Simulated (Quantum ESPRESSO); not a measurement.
Sb, 2 atoms in the cell. It takes space group R-3m (No. 166, trigonal). The conventional cell has a = 4.308 Å, b = 4.308 Å, c = 11.274 Å, α = 90.00°, β = 90.00°, γ = 120.00°. Sb (site symmetry 3m) is surrounded by 3 Sb at 2.91 Å. 

* Program: Quantum ESPRESSO 7.5
* Task: single point
* Functional: PBE
* Potentials or basis: PseudoDojo 0.4 FR PBE standard
* Cutoff: 1088 eV
* Density cutoff: 4354 eV
* k mesh: 2 × 2 × 2
* Occupations: fermi-dirac, width 0.05 eV
* Spin: spin-orbit coupling, no magnetisation
* Mixing beta: 0.5
* Most SCF iterations: 120
* SCF threshold: 4e-10 Ry

Potentials or basis: PseudoDojo 0.4 FR PBE standard.

Run with:

```bash
$ OMP_NUM_THREADS=1 mpirun -n 2 pw.x -in pw.in > pw.out
```

Hardware: 2 MPI ranks on Arm Neoverse V2, with other jobs on the host.

Estimate the wall time of this run.

Wall time 19 s on 2 MPI ranks on Arm Neoverse V2 (shared host), peak memory 0.22 GiB a rank. Counts: scf iterations 9, k pools 1, bands 44, k points 4, g dense 39383.
